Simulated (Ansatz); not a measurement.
## A strain series on C (diamond): epitaxial in the xy plane

Diamond C, relaxed with r2SCAN in Ansatz 0.2.0, then strained (epitaxial in the xy plane; changes of length per length, axes as in the cell below) with the atoms relaxed again within the symmetry that is left. It is cubic, Fd-3m (No. 227); a = 3.560 Å in the conventional setting, 5.64 Å³ an atom. C has 4 C at 1.54 Å. Calculated for a static, non-magnetic cell.

```yaml
crystal:
  lattice:
    - [0.00000, 1.78012, 1.78012]
    - [1.78012, 0.00000, 1.78012]
    - [1.78012, 1.78012, 0.00000]
  atoms:
    - { symbol: C, position: [0.00000, 0.00000, 0.00000] }
    - { symbol: C, position: [0.25000, 0.25000, 0.25000] }
```

Gaps are the least over each mesh (PBE 12×12×12, r2SCAN 12×12×12, HSE06 8×8×8 when unstrained) and the special points, which keep their unstrained names; stress is the change from the unstrained cell, compression positive.

```csv
strain (%),free normal strain (%),"gap, PBE (eV)","gap, r2SCAN (eV)","gap, HSE06 (eV)","edges, HSE06","in-plane stress, r2SCAN (GPa)","energy rise, r2SCAN (meV/atom)"
-4.0,+0.90,3.640,3.830,–,–,+56.20,73.7
-3.0,+0.67,3.774,3.969,–,–,+40.56,40.6
-2.0,+0.45,3.902,4.104,–,–,+26.02,17.7
-1.0,+0.22,4.025,4.235,–,–,+12.52,4.3
0.0,0.00,4.148,4.361,5.300,Γ → Γ–X (0.73),0.00,0.0
+1.0,-0.21,3.802,3.997,4.934,Γ → Γ–X (0.73),-11.62,4.1
+2.0,-0.42,3.471,3.647,4.585,"(-0.002, -0.002, 0) → Γ–X (0.73)",-22.36,16.3
+4.0,-0.84,2.848,2.991,3.926,Γ → Γ–X (0.74),-41.45,62.7
```

Q: Estimate the row for a strain of +3.0 %.

A:
```csv
strain (%),free normal strain (%),"gap, PBE (eV)","gap, r2SCAN (eV)","gap, HSE06 (eV)","edges, HSE06","in-plane stress, r2SCAN (GPa)","energy rise, r2SCAN (meV/atom)"
+3.0,-0.63,3.154,3.312,4.249,Γ → Γ–X (0.73),-32.29,36.0
```

Where an edge lies off the special points, it is a point of the mesh or the k point where a search put PBE's edge or least direct gap, reused for the other functionals, whose own edges may lie a little apart.

Coordinates of k points refer to the reciprocal vectors of the primitive cell of the runs.

The meshes of the hybrids are coarse, so their gaps aren't converged to the digits shown.
